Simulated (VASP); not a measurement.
BN: relaxation of cell and atoms with PBEsol

BN:

```
B N
1.0
     0.00000    2.96934    2.09943
     1.21588    0.00000    2.09943
     1.21588    2.96934    0.00000
B N
1 1
Direct
  0.00023 0.00023 0.99977
  0.66647 0.66647 0.33353
```

Measurements of this composition are mostly on another form, of space group No. 194.

```json
{"Program": "VASP 6.6.1", "Task": "relaxation of cell and atoms", "Functional": "PBEsol", "Potentials or basis": "VASP PAW PBE potentials, release 64 (B, N)", "Cutoff": "600 eV", "k mesh": "12 × 12 × 12", "Occupations": "gaussian, width 0.02 eV", "Spin": "no spin polarisation", "Target pressure": "10 GPa", "Dipole correction": "no", "Further INCAR settings": "ALGO = Fast; EDIFF = 1e-07; IBRION = 2; EDIFFG = -0.008; NSW = 70; ISIF = 3"}
```

- Relaxed volume: 7.68 Å³/atom
- Relaxed cell: a = 3.586 Å, b = 2.482 Å, c = 3.130 Å, α = 78.48°, β = 42.72°, γ = 58.81°
- Space group after relaxing (to 0.05 Å): Fmm2 (No. 42)
- Energy change on relaxing (the enthalpy is what falls): -44.7 meV/atom
- Ionic steps: 14
- Pressure after relaxing: 10.0 GPa
- Band gap on the k mesh: 2.38 eV, indirect (least direct gap 4.51 eV)

The path:
| step | energy change (eV) | largest force (eV/Å) | pressure (GPa) | volume (Å³) |
| --- | --- | --- | --- | --- |
| 1 | 0.0000 | 0.0055 | 31.05 | 15.16 |
| 2 | 0.0755 | 0.0010 | -25.68 | 17.41 |
| 3 | -0.1169 | 0.0001 | 7.89 | 15.89 |
| 4 | -0.1150 | 0.0001 | 8.84 | 15.85 |
| 5 | -0.1141 | 0.0001 | 9.24 | 15.84 |
| 6 | -0.1098 | 0.0164 | 9.43 | 15.74 |
| 7 | -0.0961 | 0.0612 | 10.01 | 15.48 |
| 8 | -0.0899 | 0.0788 | 10.29 | 15.38 |
| 9 | -0.0836 | 0.4277 | 9.38 | 15.32 |
| 10 | -0.0893 | 0.0324 | 10.08 | 15.36 |
| 11 | -0.0896 | 0.0427 | 9.81 | 15.37 |
| 12 | -0.0895 | 0.0025 | 9.95 | 15.37 |
| 13 | -0.0892 | 0.0079 | 10.16 | 15.36 |
| 14 | -0.0894 | 0.0019 | 10.04 | 15.36 |

Final structure:
```xyz
2
Lattice="0.0000 2.8717 2.1471 1.2460 0.0000 2.1471 1.2460 2.8717 0.0000" Properties=species:S:1:pos:R:3 pbc="T T T"
B     1.2460    2.8717    0.0015
N     1.2460    2.8717    2.8614
```

Levels at points of the mesh, in eV from the valence-band top:
```tsv
k point	band 2	band 3	band 4	band 5	band 6	band 7
(0.00, 0.00, 0.00)	-3.77	-1.87	-1.85	5.63	11.03	11.33
(0.50, 0.00, 0.00)	-9.67	-4.74	-1.59	3.92	9.59	13.97
(0.50, 0.50, 0.00)	-9.99	-4.72	-0.16	6.53	9.20	12.45
(0.50, 0.00, 0.50)	-7.83	-2.01	-1.82	10.85	11.07	11.11
(0.00, 0.50, 0.50)	-9.24	-4.95	-2.84	2.38	9.14	15.73
```

Run time: 3.1 min on 1 thread of Intel(R) Xeon(R) 6975P-C (Granite Rapids), with other jobs on the host, peak memory 0.19 GiB.

Caveat: the cell is relaxed towards a set pressure, so the enthalpy falls and the energy may rise; the PAW data sets were made with another functional, which shifts forces and pressure a little. Expect the measured gap to be larger: semilocal functionals such as PBEsol lack the derivative discontinuity.
